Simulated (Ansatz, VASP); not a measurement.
## Two plane-wave programs on MgSe

```xyz
2
Lattice="0.0000 2.7337 2.7337 2.7337 0.0000 2.7337 2.7337 2.7337 0.0000" Properties=species:S:1:pos:R:3 pbc="T T T"
Mg    0.0000    0.0000    0.0000
Se    2.7337    2.7337    2.7337
```

Alike in both runs: task electric field gradients; functional PBE; k mesh 10 × 10 × 10; occupations fermi-dirac, width 0.01 eV; no spin polarisation.

|  | VASP | Ansatz |
| --- | --- | --- |
| version | VASP 6.6.1 | Ansatz 0.2.0 |
| potentials or method | VASP PAW PBE potentials, release 64 (Mg, Se) | PAW with Ansatz's default frozen-core files, scalar-relativistic |
| plane-wave cutoff (eV) | 520 | 420 |
| valence electrons in the cell | 8 | 26 |

|  | VASP | Ansatz | Ansatz less VASP |
| --- | --- | --- | --- |
| gap on the k mesh at the Fermi level (eV) | 1.79 | 1.81 | +0.023 |
| pressure (GPa) | 1.3 | 1.4 | +0.13 |
| Vzz of the field gradient on the site that differs most (V/Å²) | 0.0 | 0.0 | 0.00 |

The two sets of potentials don't hold the same shells in valence.

A k mesh can miss the band edges. Expect the measured gap to be larger: semilocal functionals such as PBE lack the derivative discontinuity.
